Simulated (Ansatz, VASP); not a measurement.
Si in VASP and in Ansatz

File POSCAR:

```
Si
1.0
    0.0000000000      2.7035831784      2.7035831784
    2.7035831784      0.0000000000      2.7035831784
    2.7035831784      2.7035831784      0.0000000000
Si
2
Direct
    0.5000000000      0.5000000000      0.5000000000
    0.7500000000      0.7500000000      0.7500000000
```

The input INCAR.step1:

```
SYSTEM = Si
ALGO = Normal ; EDIFF = 1E-5
ENCUT = 520 ; GGA = PE
ISIF = 2 ; ISMEAR = -1
LASPH = .True. ; LREAL = .False.
LWAVE = .True. ; NBANDS = 11
NELM = 60 ; PREC = Accurate
SIGMA = 0.05
```

Contents of INCAR.step2:

```
SYSTEM = Si
AEXX = 0.25 ; ALGO = Normal
EDIFF = 1E-7 ; ENCUT = 520
GGA = PS ; ISIF = 2
ISMEAR = -1 ; ISTART = 1
LASPH = .True. ; LCHARG = .True.
LELF = .True. ; LHFCALC = .True.
LREAL = .False. ; LVHAR = .True.
LWAVE = .False. ; NBANDS = 11
NELM = 60 ; PREC = Accurate
PRECFOCK = Normal ; SIGMA = 0.05
```

File KPOINTS:

```
k-points
0
Gamma
  4 4 4
  0 0 0
```

File input.yaml:

```yaml
crystal:
  lattice:
    - [0.0, 2.7035831784, 2.7035831784]
    - [2.7035831784, 0.0, 2.7035831784]
    - [2.7035831784, 2.7035831784, 0.0]
  atoms:
    - { symbol: Si, position: [0.5, 0.5, 0.5] }
    - { symbol: Si, position: [0.75, 0.75, 0.75] }
hamiltonian:
  xc: { exchange: pbesol, correlation: pbesol, exx: { coeff: 0.25 } }
  pseudopotentials: { kind: paw }
kpoints:
  mp_grid: { grid: [4, 4, 4] }
scf:
  occupations: { method: fermi_dirac, width: 0.05 }
output:
  forces: true
  stress: true
  eigenvalues: true
  write_density: true
  write_potential: true
  elf: true
  volumetric_format: npy
```

Alike in both runs: task single point; functional PBEsol-based global hybrid; k mesh 4 × 4 × 4; occupations fermi-dirac, width 0.05 eV; no spin polarisation.

|  | VASP | Ansatz |
| --- | --- | --- |
| version | VASP 6.6.1 | Ansatz 0.2.0 |
| potentials or method | VASP PAW PBE potentials, release 64 (Si) | Ansatz PAW |
| plane-wave cutoff (eV) | 520 | 420 |
| valence electrons in the cell | 8 | 8 |

```csv
,VASP,Ansatz,Ansatz less VASP
gap on the k mesh at the Fermi level (eV),1.94,1.88,-0.058
least direct gap on the mesh (eV),4.07,4.01,-0.059
pressure (GPa),0.8,1.1,+0.28
```

The functional is the same, so the differences come from potentials, cutoffs and numerics.

Caveats: the k mesh is coarse (spacing up to 0.50 Å⁻¹), so the values aren't converged (VASP); the PAW data sets were made with another functional, which shifts forces and pressure a little (VASP); the k mesh is coarse (spacing up to 0.50 Å⁻¹), so the values aren't converged, least of all with exact exchange (Ansatz); the PAW data sets come from PBE, with cores solved anew for the run's functional, which leaves a small shift of forces and pressure (Ansatz); the thresholds are loose for stress (Ansatz). A k mesh can miss the band edges.
